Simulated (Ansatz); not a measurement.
## Ansatz run, TiPbO3

The input, for Ansatz 0.2.0 (plane waves, PAW):

```yaml
crystal:
  lattice:
    - [3.90179345, 0.0, 0.0]
    - [0.0, 3.90179345, 0.0]
    - [0.0, 0.0, 4.17827484]
  atoms:
    - { symbol: Pb, position: [0.0, 0.0, 0.0] }
    - { symbol: Ti, position: [0.5, 0.5, 0.54] }
    - { symbol: O, position: [0.5, 0.5, 0.118] }
    - { symbol: O, position: [0.5, 0.0, 0.621] }
    - { symbol: O, position: [0.0, 0.5, 0.621] }
  symmetry: { tolerance: 0.0003 }
kpoints:
  mp_grid: { grid: [7, 7, 6], shift: [0, 0, 0] }
  band_path:
    path:
      - [0.0, 0.0, 0.0]
      - [0.0, 0.5, 0.0]
      - [0.5, 0.5, 0.0]
      - [0.0, 0.0, 0.0]
      - [0.0, 0.0, 0.5]
      - [0.0, 0.5, 0.5]
      - [0.5, 0.5, 0.5]
      - [0.0, 0.0, 0.5]
      - [0.0, 0.5, 0.0]
      - [0.0, 0.5, 0.5]
      - [0.5, 0.5, 0.0]
    npoints: 14
magnetization:
  spin_polarized: false
scf:
  occupations: { method: gaussian, width: 0.0961 }
  lower_state_search: "off"
  max_iter: 200
hamiltonian:
  pseudopotentials: { kind: paw }
  xc: r2scan
basis:
  ecutwfc: 500
  fft_grid_basis: typed
output:
  forces: true
  stress: true
  eigenvalues: true
  bader: true
  populations: true
  elf: true
  write_potential: true
  volumetric_format: npy
  dos:
    e_range: [-12, 8]
    de: 0.05
    projected: { site_lists: { O: [O], Pb: [Pb], Ti: [Ti] } }
checkpoint:
  read: saved_state
```

Run as

```sh
ansatz run input.yaml --threads 1 --pin off --max-ram 2560MiB --backend cpu --events-out ev --progress --plain --runs-dir out
```

The saved state is an earlier solution for the same cell, perhaps on another mesh. 

Excerpt of what it printed:

```
Pseudopotentials: kind: paw
Pseudopotential: Pb, paw, valence charge 14, recommended cutoff 500 eV (meta_gga), Pb.paw.azcp
Pseudopotential: Ti, paw, valence charge 12, recommended cutoff 500 eV (meta_gga), Ti.paw.azcp
Pseudopotential: O, paw, valence charge 6, recommended cutoff 500 eV (meta_gga), O.paw.azcp
Functional definition: r2SCAN
  exchange = r2scan_x(k0 = k0, k1 = k1, a1 = a1)
  correlation = r2scan_c
Crystal: 5 atoms, lattice volume = 63.610 Å³
Basis set: ecut = 500 eV, 1591 PW (Γ), exchange–correlation on 120×120×128 points (64 copies of the dense FFT grid, shifted against one another)
Bands: 27, of which v1, the nominal top of the filled ones, is band 22 counted from 1 (21 counted from 0)
Symmetry: 8 space group operations
Space group: P4mm (ITA 99), of the structure as read, at distance tolerance 1.2e-3 Å
k-points: 40 of 294 (time reversal used)
Initial density: read from a saved state, or passed on in memory by an earlier SCF of this step, an earlier step, the calling program or the single point that the run made first
Functional: x = r2scan, c = r2scan; τ floored in thin density (d = 2e-4 eV/Å³)
SCF iter   1: F=-16135.8925 eV  Δρ=9.29e-4  dr2=1.51e-4  dr2_τ=2.90e-3
SCF iter   2: F=-16135.8927 eV  Δρ=4.81e-4  dr2=3.91e-5  dr2_τ=5.86e-5
SCF iter   3: F=-16135.8927 eV  Δρ=2.35e-4  dr2=1.34e-5  dr2_τ=1.24e-5
SCF iter   4: F=-16135.8927 eV  Δρ=4.84e-5  dr2=1.56e-6  dr2_τ=2.14e-7
SCF iter   5: F=-16135.8927 eV  Δρ=2.57e-5  dr2=2.44e-7  dr2_τ=1.28e-7
SCF iter   6: F=-16135.8927 eV  Δρ=1.37e-5  dr2=9.19e-8  dr2_τ=1.73e-8
Free energy (F): -16135.8927 eV
Harris-Foulkes:  -16135.8927 eV  (|F-HF|=5.75e-8)
Internal energy: -16135.8927 eV  (E = F + TS)
E sigma→0 (E₀):  -16135.8927 eV
Fermi energy:    10.9828 eV
--- Per-component energies (eV) ---
  E_band       = -217.3945
  E_kinetic    = 1088.8833
  E_local      = -2707.5768  (includes V_loc(G=0)·N_el)
  E_nonlocal   = 495.3981
  E_hartree    = 1044.2833
  E_xc         = -525.1152
  E_vxc        = -599.4869  (∫ρ·V_xc dr)
  E_paw        = -11963.8117  (= ΣΔE_a)
  E_vpaw       = -623.2175  (= ΣTr[D̂ρ^β])
  E_aug_tail   = 0.0032  (compensation charges beyond the density's cutoff)
  E_vtau       = 40.0316  (kinetic-family band-sum trace: ∫τ·v_τ [+ j·A + Jᵃ·Aᵃ] dr)
  E_ewald      = -3568.5733
  E_core_change = 0.6162  (= ΣΔE_core)
  E_smearing   =  0.0000  (= −TS)
--- Forces (eV/Å), atoms counted from 1 ---
  atom   1  Pb     0.0000     0.0000    -0.0527
  atom   2  Ti     0.0000     0.0000    -0.0019
  atom   3  O      0.0000     0.0000    -0.0186
  atom   4  O      0.0000     0.0000     0.0363
  atom   5  O      0.0000     0.0000     0.0363
--- Stress (GPa, compression-positive) ---
       -0.3587       0.0000       0.0000
        0.0000      -0.3587       0.0000
        0.0000       0.0000       0.9956
  P = ⅓ Tr σ = 0.0928 GPa (0.928 kbar)
--- Löwdin populations: 5 sites ---
  site symbol       q [e]
     0     Pb     12.9907
     1     Ti     10.6204
     2      O      6.6882
     3      O      6.7673
     4      O      6.7673
  spilling = 0.0038 (of n_electrons = 44.0000)
--- Bader charges: 5 sites ---
  site symbol  charge [e]  shift [e]
     0     Pb      1.4349     0.0002
     1     Ti      2.3028     0.0051
     2      O     -1.1943     0.0033
     3      O     -1.2717     0.0008
     4      O     -1.2717     0.0008
```

Total energies depend on the potentials used, so only differences within one code and one set of settings carry meaning.

Origin: a database entry at a rescaled volume.

It took 61 s on 1 thread of Intel(R) Xeon(R) Platinum 8488C (Sapphire Rapids), on a shared host, peak memory 0.58 GiB, starting from a saved density.
